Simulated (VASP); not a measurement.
# Ce (Fm-3m) in VASP: further runs

One crystal, Ce, is run at these levels: r2SCAN, PBE; tasks: single point.

Everything below comes from runs of VASP 6.6.1. Logs are shortened: lines on timing, memory, paths and dates and some standing lists are left out, and cuts for length are marked.

## 1. The structure

It takes space group Fm-3m (No. 225, cubic). The conventional cell has a = 5.161 Å, b = 5.161 Å, c = 5.161 Å, α = 90.00°, β = 90.00°, γ = 90.00°. Ce (site symmetry m-3m) has 12 Ce at 3.65 Å as nearest neighbours.

## 2. Single point, r2SCAN, collinear spin, ferromagnetic start

Contents of INCAR:

```
  PREC = Accurate
  ENCUT = 450
  EDIFF = 1E-6
  ISMEAR = 1
  SIGMA = 0.2
  LREAL = False
  LASPH = True
  NELM = 100
  ALGO = Normal
  ISIF = 2
  LWAVE = False
  LCHARG = False
  ISPIN = 2
  MAGMOM = 1
  LORBIT = 11
  LMAXMIX = 6
  METAGGA = R2SCAN
  LMIXTAU = True
  NBANDS = 16
  ADDGRID = False
```

Contents of KPOINTS:

```
Automatic mesh
0
Gamma
  5 5 5
```

Contents of POSCAR:

```
Ce
1.0
    0.0000000000      2.5806000000      2.5806000000
    2.5806000000      0.0000000000      2.5806000000
    2.5806000000      2.5806000000      0.0000000000
Ce
1
Direct
    0.0000000000      0.0000000000      0.0000000000
```

Potentials or basis: VASP PAW PBE potentials, release 64 (Ce).

On the command line:

```bash
cat potpaw_PBE.64/Ce/POTCAR > POTCAR
mpirun -np 1 vasp_std > vasp.out
```

OUTCAR:

```text
PREC = Accurate
   ENCUT = 450
   EDIFF = 1E-6
   ISMEAR = 1
   LREAL = False
   LASPH = True
   NELM = 100
   ISIF = 2
   ISPIN = 2
   LORBIT = 11
   METAGGA = R2SCAN

 Found     10 irreducible k-points:

 Following reciprocal coordinates:
            Coordinates               Weight
  0.000000  0.000000  0.000000      1.000000
  0.200000  0.000000  0.000000      8.000000
  0.400000  0.000000  0.000000      8.000000
  0.200000  0.200000  0.000000      6.000000
  0.400000  0.200000  0.000000     24.000000
 -0.400000  0.200000  0.000000     24.000000
   k-points           NKPTS =     10   k-points in BZ     NKDIM =     10   number of bands    NBANDS=     16
   number of dos      NEDOS =    301   number of ions     NIONS =      1
   total plane-waves  NPLWV =  21952
   dimension x,y,z NGX =    28 NGY =   28 NGZ =   28
   dimension x,y,z NGXF=    56 NGYF=   56 NGZF=   56
   ions per type =               1
   NGX,Y,Z   is equivalent  to a cutoff of  12.75, 12.75, 12.75 a.u.
   NGXF,Y,Z  is equivalent  to a cutoff of  25.51, 25.51, 25.51 a.u.
 SYSTEM =  unknown system
   PREC   = accura    normal or accurate (medium, high low for compatibility)
   ISTART =      0    job   : 0-new  1-cont  2-samecut
   ICHARG =      2    charge: 1-file 2-atom 10-const
   ISPIN  =      2    spin polarized calculation?
   LNONCOLLINEAR =      F non collinear calculations
   LSORBIT =      F    spin-orbit coupling
   LASPH  =      T    aspherical Exc in radial PAW
   ENCUT  =  450.0 eV  33.07 Ry    5.75 a.u.   6.31  6.31  6.31*2*pi/ulx,y,z
   NELM   =    100;   NELMIN=  2; NELMDL= -5     # of ELM steps
   EDIFF  = 0.1E-05   stopping-criterion for ELM
   LREAL  =      F    real-space projection
   EDIFFG = 0.1E-04   stopping-criterion for IOM
   NSW    =      0    number of steps for IOM
   IBRION =     -1    ionic relax: 0-MD 1-quasi-New 2-CG
   NFREE  =      0    steps in history (QN), initial steepest desc. (CG)
   ISIF   =      2    stress and relaxation
   ISYM   =      2    0-nonsym 1-usesym 2-fastsym
   POTIM  = 0.5000    time-step for ionic-motion
   TEBEG  =    0.0;   TEEND  =   0.0 temperature during run
   PSTRESS=    0.0 pullay stress
   NELECT =      12.0000    total number of electrons
   NUPDOWN=      -1.0000    fix difference up-down
   EMIN   =  10.00;   EMAX   =-10.00  energy-range for DOS
   EFERMI =   0.00;   METHOD = LEGACY
   ISMEAR =     1;   SIGMA  =   0.20  broadening in eV -4-tet -1-fermi 0-gaus
   EFERMI_NEDOS =   21; number of points for ismear=-14 and -15
   IALGO  =     38    algorithm
   IMIX   =      4    mixing-type and parameters
     AMIX     =   0.40;   BMIX     =  1.00
     AMIX_MAG =   1.60;   BMIX_MAG =  1.00
  volume/ion in A,a.u.               =      34.37       231.95
  Fermi-wavevector in a.u.,A,eV,Ry     =   1.152757  2.178395 18.080094  1.328849
  Thomas-Fermi vector in A             =   2.289406
   LORBIT       =     11    0 simple, 1 ext, 2 COOP (PROOUT), +10 PAW based schemes
   METAGGA = R2SCAN    functional components
   LHFCALC =     F    Hartree Fock is set to
   AEXX    =    0.0000 exact exchange contribution
   IVDW    =     0    specifies the selected vdW correction
   LEPSILON=     F    determine dielectric tensor
   LRPA    =     F    only Hartree local field effects (RPA)
 spin polarized calculation
 Methfessel and Paxton  Order N= 1 SIGMA  =   0.20
  energy-cutoff  :      450.00
  volume of cell :       34.37
 maximum number of plane-waves:       763
 NGX is ok and might be reduce to    28
   NGX = 13   NGY = 13   NGZ = 13

 number of electron      11.9999999 magnetization       0.0003133

 number of electron      11.9999999 magnetization      -0.0000451

 Free energy of the ion-electron system (eV)
  ---------------------------------------------------
  ext. energy  EPLUGINS =         0.00000000
  ---------------------------------------------------
  free energy    TOTEN  =       -30.57357183 eV

  energy without entropy =      -30.59230828  energy(sigma->0) =      -30.57981731

 E-fermi :   6.8117     XC(G=0): -10.7734

 val. band max:        6.7057204075   @ k =   0.0000   0.0000   0.0000
 cond. band min:       6.8523478744   @ k =  -0.2000   0.2000   0.0000
 fundamental gap:      0.1466274669
 Fermi energy:         6.8117236037

 spin component 1

 k-point     1 :       0.0000    0.0000    0.0000
  band No.  band energies     occupation
      1     -29.1539      1.00000
      2     -10.6712      1.00000
      3     -10.6711      1.00000
      4     -10.6711      1.00000
      5       3.5291      1.00000
      6       6.7055      0.88680
      7       7.1666     -0.01544
      8       7.1666     -0.01543
      9       7.1666     -0.01543
     10       7.8452     -0.00000
     11       7.8452     -0.00000
     12       7.8452     -0.00000
     13       8.6883     -0.00000
     14       8.6883     -0.00000
     15       8.6883     -0.00000
     16      11.2868      0.00000

 k-point     2 :       0.2000    0.0000    0.0000
  band No.  band energies     occupation
      1     -29.0826      1.00000
      2     -11.2187      1.00000
      3     -10.7354      1.00000
      4     -10.7354      1.00000
      5       4.6073      1.00000
      6       6.6155      1.02307
      7       7.0799     -0.03370
      8       7.2246     -0.00646
      9       7.2246     -0.00646
     10       7.6047     -0.00000
     11       7.6047     -0.00000
     12       7.8502     -0.00000
     13       8.3797     -0.00000
     14       9.1706     -0.00000
     15       9.1706     -0.00000
     16      11.1386      0.00000

 k-point     3 :       0.4000    0.0000    0.0000
  band No.  band energies     occupation
      1     -28.9623      1.00000
      2     -12.0104      1.00000
      3     -10.8364      1.00000
      4     -10.8364      1.00000
      5       5.1698      1.00000
      6       6.8819      0.22250
      7       7.2039     -0.00905
      8       7.3526     -0.00044
      9       7.3527     -0.00044
     10       7.5327     -0.00000
     11       7.5327     -0.00000
     12       7.8581     -0.00000
     13       8.6153     -0.00000
     14       8.6153     -0.00000
     15       9.3782     -0.00000
     16      12.7452      0.00000

 k-point     4 :       0.2000    0.2000    0.0000
  band No.  band energies     occupation
      1     -29.0582      1.00000
      2     -11.1981      1.00000
      3     -10.8542      1.00000
      4     -10.8542      1.00000
      5       4.9715      1.00000
      6       6.3765      1.00434
      7       7.0098     -0.02411
      8       7.2583     -0.00351
      9       7.2583     -0.00351
     10       7.6163     -0.00000
     11       7.6163     -0.00000
     12       7.6883     -0.00000
     13       7.8847     -0.00000
     14       9.7102     -0.00000
     15       9.9821     -0.00000
     16       9.9821     -0.00000

 k-point     5 :       0.4000    0.2000    0.0000
  band No.  band energies     occupation
      1     -28.9534      1.00000
      2     -11.7706      1.00000
      3     -11.0421      1.00000
      4     -10.9702      1.00000
      5       5.7275      1.00000
      6       6.5410      1.03332
      7       6.9382      0.06592
      8       7.3680     -0.00030
      9       7.3717     -0.00027
     10       7.4996     -0.00001
     11       7.5038     -0.00001
     12       7.6463     -0.00000
     13       7.8167     -0.00000
     14       8.7324     -0.00000
     15      10.1157     -0.00000
     16      12.5582      0.00000

 k-point     6 :      -0.4000    0.2000    0.0000
  band No.  band energies     occupation
      1     -28.9119      1.00000
      2     -11.9499      1.00000
      3     -11.2406      1.00000
      4     -10.9270      1.00000
      5       5.9927      1.00000
      6       6.5945      1.03192
      7       7.2341     -0.00548
      8       7.3431     -0.00056
      9       7.4016     -0.00012
     10       7.5248     -0.00000
     11       7.5717     -0.00000
     12       7.6123     -0.00000
     13       7.9031     -0.00000
     14       8.8526     -0.00000
     15       9.6156     -0.00000
     16      12.6021      0.00000

 [... further k-points ...]

 spin component 2

 k-point     1 :       0.0000    0.0000    0.0000
  band No.  band energies     occupation
      1     -29.1539      1.00000
      2     -10.6711      1.00000
      3     -10.6711      1.00000
      4     -10.6711      1.00000
      5       3.5290      1.00000
      6       6.7057      0.88614
      7       7.1667     -0.01542
      8       7.1667     -0.01541
      9       7.1667     -0.01541
     10       7.8452     -0.00000
     11       7.8453     -0.00000
     12       7.8453     -0.00000
     13       8.6882     -0.00000
     14       8.6882     -0.00000
     15       8.6882     -0.00000
     16      11.2867      0.00000

 k-point     2 :       0.2000    0.0000    0.0000
  band No.  band energies     occupation
      1     -29.0825      1.00000
      2     -11.2187      1.00000
      3     -10.7354      1.00000
      4     -10.7354      1.00000
      5       4.6072      1.00000
      6       6.6156      1.02297
      7       7.0800     -0.03368
      8       7.2247     -0.00645
      9       7.2247     -0.00645
     10       7.6047     -0.00000
     11       7.6047     -0.00000
     12       7.8502     -0.00000
     13       8.3797     -0.00000
     14       9.1705     -0.00000
     15       9.1705     -0.00000
     16      11.1385      0.00000

 k-point     3 :       0.4000    0.0000    0.0000
  band No.  band energies     occupation
      1     -28.9623      1.00000
      2     -12.0104      1.00000
      3     -10.8364      1.00000
      4     -10.8364      1.00000
      5       5.1696      1.00000
      6       6.8820      0.22202
      7       7.2042     -0.00902
      8       7.3527     -0.00044
      9       7.3527     -0.00044
     10       7.5327     -0.00000
     11       7.5328     -0.00000
     12       7.8582     -0.00000
     13       8.6152     -0.00000
     14       8.6152     -0.00000
     15       9.3782     -0.00000
     16      12.7451      0.00000

 k-point     4 :       0.2000    0.2000    0.0000
  band No.  band energies     occupation
      1     -29.0581      1.00000
      2     -11.1981      1.00000
      3     -10.8542      1.00000
      4     -10.8542      1.00000
      5       4.9714      1.00000
      6       6.3765      1.00435
      7       7.0099     -0.02415
      8       7.2584     -0.00350
      9       7.2584     -0.00350
     10       7.6163     -0.00000
     11       7.6163     -0.00000
     12       7.6884     -0.00000
     13       7.8848     -0.00000
     14       9.7101     -0.00000
     15       9.9820     -0.00000
     16       9.9820     -0.00000

 k-point     5 :       0.4000    0.2000    0.0000
  band No.  band energies     occupation
      1     -28.9533      1.00000
      2     -11.7706      1.00000
      3     -11.0421      1.00000
      4     -10.9702      1.00000
      5       5.7274      1.00000
      6       6.5410      1.03332
      7       6.9383      0.06585
      8       7.3681     -0.00030
      9       7.3718     -0.00027
     10       7.4996     -0.00001
     11       7.5039     -0.00001
     12       7.6463     -0.00000
     13       7.8168     -0.00000
     14       8.7324     -0.00000
     15      10.1156     -0.00000
     16      12.5581      0.00000

 k-point     6 :      -0.4000    0.2000    0.0000
  band No.  band energies     occupation
      1     -28.9119      1.00000
      2     -11.9500      1.00000
      3     -11.2406      1.00000
      4     -10.9270      1.00000
      5       5.9926      1.00000
      6       6.5945      1.03191
      7       7.2343     -0.00546
      8       7.3431     -0.00056
      9       7.4017     -0.00012
     10       7.5249     -0.00000
     11       7.5718     -0.00000
     12       7.6123     -0.00000
     13       7.9031     -0.00000
     14       8.8525     -0.00000
     15       9.6155     -0.00000
     16      12.6021      0.00000

 [... further k-points ...]
[... 5 lines left out ...]
  --------------------------------------------------------------------------------------
  -------------------------------------------------------------------------------------
  Total       -1.5846600     -1.5846600     -1.5846600     -0.0000000     -0.0000000      0.0000000
  in kB      -73.8677050    -73.8677050    -73.8677050     -0.0000000     -0.0000000      0.0000000
  external PRESSURE =     -73.8677050 kB  Pullay stress =       0.0000000 kB

 VOLUME and BASIS-vectors are now :
 -----------------------------------------------------------------------------
  energy-cutoff  :      450.00
  volume of cell :       34.37
      direct lattice vectors                 reciprocal lattice vectors
     0.000000000  2.580600000  2.580600000    -0.193753391  0.193753391  0.193753391
     2.580600000  0.000000000  2.580600000     0.193753391 -0.193753391  0.193753391
     2.580600000  2.580600000  0.000000000     0.193753391  0.193753391 -0.193753391

 POSITION                                       TOTAL-FORCE (eV/Angst)
 -----------------------------------------------------------------------------------
      0.00000      0.00000      0.00000         0.000000      0.000000      0.000000
 -----------------------------------------------------------------------------------
    total drift:                               -0.000000     -0.000000     -0.000000

  FREE ENERGIE OF THE ION-ELECTRON SYSTEM (eV)
  ---------------------------------------------------
  free  energy   TOTEN  =       -30.5735718275 eV

  energy  without entropy=      -30.5923082794  energy(sigma->0) =      -30.57981731

 total charge

# of ion       s       p       d       f       tot
--------------------------------------------------
    1        2.120   5.643   0.993   0.930   9.686

 magnetization (x)

# of ion       s       p       d       f       tot
--------------------------------------------------
    1       -0.000  -0.000  -0.000   0.000   0.000
```

Run time: 56 s. Hardware: 1 thread of AMD EPYC 9R45 (Zen 5), shared host; peak memory 0.16 GiB.

These settings aren't checked as converged: the numbers below hold their error.

Results:

```yaml
Free_energy: -30.5736 eV
Pressure: -7.4 GPa
Band_gap_on_the_k_mesh: none (metal or under the smearing width)
Net_moment: 0.00 μB per cell
Valence_electrons_inside_the_program's_atomic_spheres: Ce 9.69
```

Caveat: the k mesh is coarse (spacing up to 0.42 Å⁻¹), so the values aren't converged; the magnetic or orbital state may not be the lowest; the PAW data sets were made with another functional, which shifts forces and pressure a little; spin-orbit coupling is left out, which moves the levels of the heavy elements.

## 3. Single point, r2SCAN, collinear spin, ferromagnetic start

INCAR is that of step 2.

KPOINTS is that of step 2.

Contents of POSCAR:

```
Ce
1.0
   -0.0014590000      2.6450560000      2.5959010000
    2.4929090000     -0.0085020000      2.6029440000
    2.4890890000      2.6482780000     -0.0046820000
Ce
1
Direct
    0.0101940000     -0.0185160000      0.0163130000
```

Potentials or basis: VASP PAW PBE potentials, release 64 (Ce).

On the command line:

```bash
cat potpaw_PBE.64/Ce/POTCAR > POTCAR
mpirun -np 1 vasp_std > vasp.out
```

OUTCAR:

```text
PREC = Accurate
   ENCUT = 450
   EDIFF = 1E-6
   ISMEAR = 1
   LREAL = False
   LASPH = True
   NELM = 100
   ISIF = 2
   ISPIN = 2
   LORBIT = 11
   METAGGA = R2SCAN

 Found     63 irreducible k-points:

 Following reciprocal coordinates:
            Coordinates               Weight
  0.000000  0.000000  0.000000      1.000000
  0.200000  0.000000  0.000000      2.000000
  0.400000  0.000000  0.000000      2.000000
  0.000000  0.200000 -0.000000      2.000000
  0.200000  0.200000  0.000000      2.000000
  0.400000  0.200000  0.000000      2.000000
   k-points           NKPTS =     63   k-points in BZ     NKDIM =     63   number of bands    NBANDS=     16
   number of dos      NEDOS =    301   number of ions     NIONS =      1
   total plane-waves  NPLWV =  21952
   dimension x,y,z NGX =    28 NGY =   28 NGZ =   28
   dimension x,y,z NGXF=    56 NGYF=   56 NGZF=   56
   ions per type =               1
   NGX,Y,Z   is equivalent  to a cutoff of  12.56, 12.92, 12.81 a.u.
   NGXF,Y,Z  is equivalent  to a cutoff of  25.12, 25.83, 25.62 a.u.
 SYSTEM =  unknown system
   PREC   = accura    normal or accurate (medium, high low for compatibility)
   ISTART =      0    job   : 0-new  1-cont  2-samecut
   ICHARG =      2    charge: 1-file 2-atom 10-const
   ISPIN  =      2    spin polarized calculation?
   LNONCOLLINEAR =      F non collinear calculations
   LSORBIT =      F    spin-orbit coupling
[... 179 lines left out ...]

 spin component 2

 k-point     1 :       0.0000    0.0000    0.0000
  band No.  band energies     occupation
      1     -29.1550      1.00000
      2     -10.6832      1.00000
      3     -10.6688      1.00000
      4     -10.6613      1.00000
      5       3.5273      1.00000
      6       6.7145      0.88615
[... 91 lines left out ...]
      3     -11.0456      1.00000
      4     -10.9524      1.00000
      5       5.7277      1.00000
      6       6.5455      1.03264
[... 8 lines left out ...]
     15      10.1815     -0.00000
     16      12.5607      0.00000

 [... further k-points ...]
[... 5 lines left out ...]
  --------------------------------------------------------------------------------------
  -------------------------------------------------------------------------------------
  Total       -1.2281051     -1.7487460     -1.6312684      0.0129305      0.0289607     -0.0054769
  in kB      -57.2471670    -81.5164403    -76.0403141      0.6027471      1.3499813     -0.2553027
  external PRESSURE =     -71.6013071 kB  Pullay stress =       0.0000000 kB

 VOLUME and BASIS-vectors are now :
 -----------------------------------------------------------------------------
  energy-cutoff  :      450.00
  volume of cell :       34.37
      direct lattice vectors                 reciprocal lattice vectors
    -0.001459000  2.645056000  2.595901000    -0.200555131  0.188840357  0.192693816
     2.492909000 -0.008502000  2.602944000     0.200373936 -0.187990534  0.191662869
     2.489089000  2.648278000 -0.004682000     0.200954406  0.188389733 -0.191844065

 POSITION                                       TOTAL-FORCE (eV/Angst)
 -----------------------------------------------------------------------------------
      2.48734      0.06182      2.58113         0.000000      0.000000      0.000000
 -----------------------------------------------------------------------------------
    total drift:                                0.000000     -0.000000      0.000000

  FREE ENERGIE OF THE ION-ELECTRON SYSTEM (eV)
  ---------------------------------------------------
  free  energy   TOTEN  =       -30.5645617223 eV

  energy  without entropy=      -30.5789692462  energy(sigma->0) =      -30.56936423

 total charge

# of ion       s       p       d       f       tot
--------------------------------------------------
    1        2.120   5.643   0.992   0.932   9.687

 magnetization (x)

# of ion       s       p       d       f       tot
--------------------------------------------------
    1       -0.000   0.000   0.000  -0.002  -0.002
```

OSZICAR:

```text
N       E                     dE             d eps       ncg     rms          rms(c)
DAV:   1     0.621841924200E+02    0.62184E+02   -0.44918E+03  4088   0.791E+02
DAV:   2    -0.276438424741E+02   -0.89828E+02   -0.78113E+02  5200   0.147E+02
DAV:   3    -0.345880108666E+02   -0.69442E+01   -0.67804E+01  4584   0.562E+01
[... 22 lines left out ...]
DAV:  26    -0.305645701837E+02   -0.79333E-05   -0.99362E-05  6000   0.400E-02    0.964E-03
DAV:  27    -0.305645683789E+02    0.18048E-05   -0.62033E-06  4424   0.153E-02    0.901E-03
DAV:  28    -0.305645632258E+02    0.51531E-05   -0.71256E-05  5888   0.413E-02    0.156E-02
DAV:  29    -0.305645614339E+02    0.17919E-05   -0.26333E-05  5800   0.276E-02    0.939E-03
DAV:  30    -0.305645607942E+02    0.63967E-06   -0.10834E-05  4696   0.251E-02    0.526E-03
DAV:  31    -0.305645617223E+02   -0.92806E-06   -0.31344E-06  2736   0.128E-02
   1 F= -.30564562E+02 E0= -.30569364E+02  d E =0.144075E-01  mag=    -0.0007
```

Wall time 6.6 min (1 thread of AMD EPYC 9R45 (Zen 5), shared host); peak memory 0.2 GiB.

These settings aren't checked as converged: the numbers below hold their error.

What came out:

* Free energy: -30.5646 eV
* Pressure: -7.2 GPa
* Band gap on the k mesh: none (metal or under the smearing width)
* Net moment: 0.00 μB per cell
* Valence electrons inside the program's atomic spheres: Ce 9.69

Caveat: the k mesh is coarse (spacing up to 0.42 Å⁻¹), so the values aren't converged; the magnetic or orbital state may not be the lowest; the PAW data sets were made with another functional, which shifts forces and pressure a little; spin-orbit coupling is left out, which moves the levels of the heavy elements.

[end of part 1 of 2]
